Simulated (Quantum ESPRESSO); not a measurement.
# Si (Fd-3m) in Quantum ESPRESSO: further runs

The runs below take Si through single point, equation of state, band structure, with LDA, PBEsol.

Everything below comes from runs of Quantum ESPRESSO 7.5. Logs are shortened: lines on timing, memory, paths and dates and some standing lists are left out, and cuts for length are marked.

## Step 1: Starting point

Symmetry: Fd-3m, No. 227, cubic system. The conventional cell has a = 5.444 Å, b = 5.444 Å, c = 5.444 Å, α = 90.00°, β = 90.00°, γ = 90.00°. Si (site symmetry -43m) is surrounded by 4 Si at 2.36 Å.

## Step 2: Single point, LDA, 18.95 Å³/atom

pw.in reads:

```
&CONTROL
  calculation = 'scf'
  prefix = 'pwscf'
  outdir = './tmp'
  pseudo_dir = './pseudo'
  tprnfor = .true.
  tstress = .true.
  disk_io = 'nowf'
/
&SYSTEM
  ibrav = 0
  nat = 2
  ntyp = 1
  ecutwfc = 45
  ecutrho = 360
  nbnd = 9
  occupations = 'smearing'
  smearing = 'fd'
  degauss = 0.00367493
/
&ELECTRONS
  conv_thr = 4d-10
  electron_maxstep = 120
  mixing_beta = 0.5
/
ATOMIC_SPECIES
Si    28.0850 si_lda_v1.uspp.F.UPF
CELL_PARAMETERS angstrom
   0.0000000000    2.6662876123    2.6662876123
   2.6662876123    0.0000000000    2.6662876123
   2.6662876123    2.6662876123    0.0000000000
ATOMIC_POSITIONS crystal
Si     0.5000000000    0.5000000000    0.5000000000
Si     0.7500000000    0.7500000000    0.7500000000
K_POINTS automatic
8 8 8 0 0 0
```

Potentials or basis: GBRV 1.5 LDA.

Launch:

```console
OMP_NUM_THREADS=1 pw.x -in pw.in > pw.out
```

pw.out:

```text
This program is part of the open-source Quantum ESPRESSO suite
     for quantum simulation of materials; please cite
         "P. Giannozzi et al., J. Phys.:Condens. Matter 21 395502 (2009);
         "P. Giannozzi et al., J. Phys.:Condens. Matter 29 465901 (2017);
         "P. Giannozzi et al., J. Chem. Phys. 152 154105 (2020);
     in publications or presentations arising from this work. More details at

     Message from routine setup:
     using ibrav=0 with symmetry is DISCOURAGED, use correct ibrav instead

     G-vector sticks info
     --------------------
     sticks:   dense  smooth     PW     G-vecs:    dense   smooth      PW
     Sum        1261     637    199                29603    10417    1837

     Using Slab Decomposition

     bravais-lattice index     =            0
     lattice parameter (alat)  =       7.1256  a.u.
     unit-cell volume          =     255.8277 (a.u.)^3
     number of atoms/cell      =            2
     number of atomic types    =            1
     number of electrons       =         8.00
     number of Kohn-Sham states=            9
     kinetic-energy cutoff     =      45.0000  Ry
     charge density cutoff     =     360.0000  Ry
     scf convergence threshold =      4.0E-10
     mixing beta               =       0.5000
     number of iterations used =            8  plain     mixing
     Exchange-correlation= SLA  PZ   NOGX NOGC
                           (   1   1   0   0   0   0   0)

     celldm(1)=   7.125590  celldm(2)=   0.000000  celldm(3)=   0.000000
     celldm(4)=   0.000000  celldm(5)=   0.000000  celldm(6)=   0.000000

     crystal axes: (cart. coord. in units of alat)
               a(1) = (   0.000000   0.707107   0.707107 )
               a(2) = (   0.707107   0.000000   0.707107 )
               a(3) = (   0.707107   0.707107   0.000000 )

     reciprocal axes: (cart. coord. in units 2 pi/alat)
               b(1) = ( -0.707107  0.707107  0.707107 )
               b(2) = (  0.707107 -0.707107  0.707107 )
               b(3) = (  0.707107  0.707107 -0.707107 )

     PseudoPot. # 1 for Si read from file:
     si_lda_v1.uspp.F.UPF
     Pseudo is Ultrasoft + core correction, Zval =  4.0
     Generated by new atomic code, or converted to UPF format
     Using radial grid of  899 points,  6 beta functions with:
                l(1) =   0
                l(2) =   0
                l(3) =   1
                l(4) =   1
                l(5) =   2
                l(6) =   2
     Q(r) pseudized with  8 coefficients,  rinner =    0.900   0.900   0.900
                                                       0.900   0.900

     atomic species   valence    mass     pseudopotential
     Si                4.00    28.08500     Si( 1.00)

     48 Sym. Ops., with inversion, found (24 have fractional translation)

   Cartesian axes

     site n.     atom                  positions (alat units)
         1        Si     tau(   1) = (   0.7071068   0.7071068   0.7071068  )
         2        Si     tau(   2) = (   1.0606602   1.0606602   1.0606602  )

     number of k points=    29  Fermi-Dirac smearing, width (Ry)=  0.0037
                       cart. coord. in units 2pi/alat
        k(    1) = (   0.0000000   0.0000000   0.0000000), wk =   0.0039062
        k(    2) = (   0.0883883   0.0883883  -0.0883883), wk =   0.0312500
        k(    3) = (   0.1767767   0.1767767  -0.1767767), wk =   0.0312500
        k(    4) = (   0.2651650   0.2651650  -0.2651650), wk =   0.0312500
        k(    5) = (  -0.3535534  -0.3535534   0.3535534), wk =   0.0156250
        k(    6) = (   0.1767767   0.0000000   0.0000000), wk =   0.0234375
[... 21 lines left out ...]
        k(   28) = (  -0.7071068   0.1767767  -0.0000000), wk =   0.0468750
        k(   29) = (  -0.7071068   0.3535534   0.0000000), wk =   0.0234375

     Dense  grid:    29603 G-vectors     FFT dimensions: (  48,  48,  48)

     Smooth grid:    10417 G-vectors     FFT dimensions: (  32,  32,  32)

     Initial potential from superposition of free atoms

     starting charge       7.9988, renormalised to       8.0000
     Starting wfcs are    8 randomized atomic wfcs +    1 random wfcs

     Self-consistent Calculation

     iteration #  1     ecut=    45.00 Ry     beta= 0.50
     Davidson diagonalization with overlap
     ethr =  1.00E-02,  avg # of iterations =  4.9

     Threshold (ethr) on eigenvalues was too large:
     Diagonalizing with lowered threshold

     Davidson diagonalization with overlap
     ethr =  7.75E-04,  avg # of iterations =  1.2

     total energy              =     -19.25889312 Ry
     estimated scf accuracy    <       0.06389505 Ry
[... 36 lines left out ...]
     iteration #  7     ecut=    45.00 Ry     beta= 0.50
     Davidson diagonalization with overlap
     ethr =  5.07E-11,  avg # of iterations =  2.8

     End of self-consistent calculation

          k = 0.0000 0.0000 0.0000 (  1291 PWs)   bands (ev):

    -5.7544   6.5920   6.5920   6.5920   9.1417   9.1417   9.1417  10.4092
    14.4993

          k = 0.0884 0.0884-0.0884 (  1309 PWs)   bands (ev):
[... 16 lines left out ...]
    -3.2762  -0.6665   5.3472   5.3472   8.2118   9.8669   9.8669  14.1885
    18.2018

          k = 0.1768 0.0000 0.0000 (  1307 PWs)   bands (ev):

    -5.4685   5.2882   5.7313   5.7313   8.5394  10.3454  10.3454  11.2991
    13.1529

          k = 0.2652 0.0884-0.0884 (  1322 PWs)   bands (ev):
[... 21 lines left out ...]
    -4.4412   1.8340   4.1555   5.7904   9.3913  10.2721  10.4398  13.0048
    13.0345

          k = 0.0000-0.1768 0.1768 (  1311 PWs)   bands (ev):

    -5.1880   3.8674   4.8503   6.2950   9.7221   9.7523   9.9627  12.3366
    12.8824

          k = 0.3536 0.0000 0.0000 (  1299 PWs)   bands (ev):

    -4.6210   3.0672   4.5956   4.5956   7.5880   9.6153  12.4752  12.4752
    15.0613

          k = 0.4419 0.0884-0.0884 (  1303 PWs)   bands (ev):
[... 11 lines left out ...]
    -2.6651  -0.2395   2.3638   4.6107   8.3166  12.1193  12.1235  13.6800
    14.6321

          k = 0.0000-0.3536 0.3536 (  1312 PWs)   bands (ev):

    -3.6040   0.9963   2.5998   5.2023   8.9893  11.4469  11.7648  12.9059
    12.9929

          k = 0.5303-0.0000 0.0000 (  1299 PWs)   bands (ev):

    -3.2452   0.7564   3.8481   3.8481   7.0240   7.9373  14.8269  14.8270
    17.8024

          k =-0.0884-0.6187 0.6187 (  1301 PWs)   bands (ev):

    -2.2999  -0.3741   2.9401   3.7700   7.2964   8.4284  15.0273  15.1721
    17.6141

          k = 0.0000-0.5303 0.5303 (  1296 PWs)   bands (ev):

    -1.8148  -0.8025   1.9990   4.0419   7.6225  10.6823  14.2301  14.7677
    15.1074

          k =-0.7071 0.0000 0.0000 (  1298 PWs)   bands (ev):

    -1.4107  -1.4107   3.5922   3.5922   7.0950   7.0950  17.0365  17.0365
    17.7004

          k = 0.3536 0.1768 0.0000 (  1307 PWs)   bands (ev):

    -4.3596   2.2360   3.7062   5.0924   8.9870  10.5554  10.7430  12.1957
    14.5211

          k =-0.2652-0.4419 0.6187 (  1301 PWs)   bands (ev):
[... 16 lines left out ...]
    -2.0976  -0.4897   2.2678   3.4430   8.8807  10.8217  11.9669  14.1700
    15.1803

          k = 0.0000-0.3536 0.5303 (  1296 PWs)   bands (ev):

    -2.4668  -0.1128   2.0868   3.8458   9.3876  11.1408  11.8552  13.7092
    14.6679

          k =-0.7071 0.1768-0.0000 (  1298 PWs)   bands (ev):

    -1.3195  -1.3195   2.9596   2.9596   8.4389   8.4389  14.6007  14.6007
    17.3998

          k =-0.7071 0.3536 0.0000 (  1316 PWs)   bands (ev):

    -1.2174  -1.2174   2.4773   2.4773  10.7794  10.7794  11.7084  11.7084
    17.4145

     the Fermi energy is     6.7851 ev

!    total energy              =     -19.25902558 Ry
     estimated scf accuracy    <          2.9E-11 Ry
     smearing contrib. (-TS)   =      -0.00001010 Ry
     internal energy E=F+TS    =     -19.25901548 Ry

     The total energy is F=E-TS. E is the sum of the following terms:
     one-electron contribution =       5.46742883 Ry
     hartree contribution      =       1.06843778 Ry
     xc contribution           =      -8.68902599 Ry
     ewald contribution        =     -17.10585611 Ry

     convergence has been achieved in   7 iterations

     Forces acting on atoms (cartesian axes, Ry/au):

     atom    1 type  1   force =     0.00000000    0.00000000   -0.00000000
     atom    2 type  1   force =     0.00000000   -0.00000000    0.00000000

     Total force =     0.000000     Total SCF correction =     0.000000

     Computing stress (Cartesian axis) and pressure

          total   stress  (Ry/bohr**3)                   (kbar)     P=       39.78
   0.00027042   0.00000000  -0.00000000           39.78        0.00       -0.00
   0.00000000   0.00027042   0.00000000            0.00       39.78        0.00
  -0.00000000   0.00000000   0.00027042           -0.00        0.00       39.78

=------------------------------------------------------------------------------=
   JOB DONE.
=------------------------------------------------------------------------------=
```

It took 6.9 s on 1 thread of Arm Neoverse V1, shared host; peak memory 0.13 GiB.

What came out:

| Item | Value |
| --- | --- |
| Free energy | -262.0324 eV |
| Pressure | 4.0 GPa |
| Band gap on the k mesh | 0.43 eV, indirect (least direct gap 2.55 eV) |

## Step 3: Single point, LDA, 19.36 Å³/atom

pw.in: that of step 2 with these lines changed.

```diff
@@ -28,5 +28,5 @@
 CELL_PARAMETERS angstrom
-   0.0000000000    2.6662876123    2.6662876123
-   2.6662876123    0.0000000000    2.6662876123
-   2.6662876123    2.6662876123    0.0000000000
+   0.0000000000    2.6850649043    2.6850649043
+   2.6850649043    0.0000000000    2.6850649043
+   2.6850649043    2.6850649043    0.0000000000
 ATOMIC_POSITIONS crystal
```

Potentials or basis: GBRV 1.5 LDA.

Launch:

```console
OMP_NUM_THREADS=1 pw.x -in pw.in > pw.out
```

Run time: 7 s. Hardware: 1 thread of Arm Neoverse V1, shared host; peak memory 0.14 GiB.

The run converged. Its results:

```
Free energy            : -262.0466 eV
Pressure               : 1.7 GPa
Band gap on the k mesh : 0.47 eV, indirect (least direct gap 2.54 eV)
```

## Step 4: Single point, LDA, 19.76 Å³/atom

pw.in: that of step 3 with these lines changed.

```diff
@@ -28,5 +28,5 @@
 CELL_PARAMETERS angstrom
-   0.0000000000    2.6850649043    2.6850649043
-   2.6850649043    0.0000000000    2.6850649043
-   2.6850649043    2.6850649043    0.0000000000
+   0.0000000000    2.7035831784    2.7035831784
+   2.7035831784    0.0000000000    2.7035831784
+   2.7035831784    2.7035831784    0.0000000000
 ATOMIC_POSITIONS crystal
```

Launch:

```console
OMP_NUM_THREADS=1 pw.x -in pw.in > pw.out
```

Wall time 7.1 s (1 thread of Arm Neoverse V1, shared host); peak memory 0.14 GiB.

Results (log left out):

```
Free energy            : -262.0499 eV
Pressure               : -0.4 GPa
Band gap on the k mesh : 0.50 eV, indirect (least direct gap 2.53 eV)
```

## Step 5: Single point, LDA, 20.16 Å³/atom

pw.in: that of step 4 with these lines changed.

```diff
@@ -28,5 +28,5 @@
 CELL_PARAMETERS angstrom
-   0.0000000000    2.7035831784    2.7035831784
-   2.7035831784    0.0000000000    2.7035831784
-   2.7035831784    2.7035831784    0.0000000000
+   0.0000000000    2.7218511865    2.7218511865
+   2.7218511865    0.0000000000    2.7218511865
+   2.7218511865    2.7218511865    0.0000000000
 ATOMIC_POSITIONS crystal
```

Launch:

```console
OMP_NUM_THREADS=1 pw.x -in pw.in > pw.out
```

It took 7.2 s on 1 thread of Arm Neoverse V1, shared host; peak memory 0.14 GiB.

The run converged. Its results:

```
Free energy            : -262.0434 eV
Pressure               : -2.2 GPa
Band gap on the k mesh : 0.53 eV, indirect (least direct gap 2.52 eV)
```

## Step 6: Single point, LDA, 20.57 Å³/atom

pw.in: that of step 5 with these lines changed.

```diff
@@ -28,5 +28,5 @@
 CELL_PARAMETERS angstrom
-   0.0000000000    2.7218511865    2.7218511865
-   2.7218511865    0.0000000000    2.7218511865
-   2.7218511865    2.7218511865    0.0000000000
+   0.0000000000    2.7398772164    2.7398772164
+   2.7398772164    0.0000000000    2.7398772164
+   2.7398772164    2.7398772164    0.0000000000
 ATOMIC_POSITIONS crystal
```

Potentials or basis: GBRV 1.5 LDA.

Launch:

```console
OMP_NUM_THREADS=1 pw.x -in pw.in > pw.out
```

Run time: 7.3 s. Hardware: 1 thread of Arm Neoverse V1, shared host; peak memory 0.14 GiB.

It converged, with:

```yaml
Free_energy: -262.0281 eV
Pressure: -3.8 GPa
Band_gap_on_the_k_mesh: 0.56 eV, indirect (least direct gap 2.50 eV)
```

## Step 7: Single point, LDA, 20.97 Å³/atom

pw.in: that of step 6 with these lines changed.

```diff
@@ -28,5 +28,5 @@
 CELL_PARAMETERS angstrom
-   0.0000000000    2.7398772164    2.7398772164
-   2.7398772164    0.0000000000    2.7398772164
-   2.7398772164    2.7398772164    0.0000000000
+   0.0000000000    2.7576691254    2.7576691254
+   2.7576691254    0.0000000000    2.7576691254
+   2.7576691254    2.7576691254    0.0000000000
 ATOMIC_POSITIONS crystal
```

Launch:

```console
OMP_NUM_THREADS=1 pw.x -in pw.in > pw.out
```

It took 7.4 s on 1 thread of Arm Neoverse V1, shared host; peak memory 0.14 GiB.

The run converged. Its results:

```
Free energy            : -262.0050 eV
Pressure               : -5.3 GPa
Band gap on the k mesh : 0.59 eV, indirect (least direct gap 2.41 eV)
```

## Step 8: Single point, LDA, 21.37 Å³/atom

pw.in: that of step 7 with these lines changed.

```diff
@@ -28,5 +28,5 @@
 CELL_PARAMETERS angstrom
-   0.0000000000    2.7576691254    2.7576691254
-   2.7576691254    0.0000000000    2.7576691254
-   2.7576691254    2.7576691254    0.0000000000
+   0.0000000000    2.7752343705    2.7752343705
+   2.7752343705    0.0000000000    2.7752343705
+   2.7752343705    2.7752343705    0.0000000000
 ATOMIC_POSITIONS crystal
```

Launch:

```console
OMP_NUM_THREADS=1 pw.x -in pw.in > pw.out
```

It took 6.7 s on 1 thread of Arm Neoverse V1, shared host; peak memory 0.15 GiB.

Results (log left out):

```
Free energy            : -261.9747 eV
Pressure               : -6.7 GPa
Band gap on the k mesh : 0.61 eV, indirect (least direct gap 2.33 eV)
```

## Step 9: Equation of state, LDA

Potentials or basis: GBRV 1.5 LDA.

This step only gathers the single runs of the series.

Results:

```
Equilibrium volume                      : 19.69 Å³/atom
Bulk modulus                            : 97 GPa
Pressure derivative of the bulk modulus : 4.3
```

Energy against volume, from the lowest point:
```csv
volume (Å³/atom),energy (meV/atom)
18.955,8.74
19.358,1.65
19.761,0.00
20.165,3.25
20.568,10.88
20.971,22.46
21.375,37.58
```

(Part 1 of 2 ends here.)
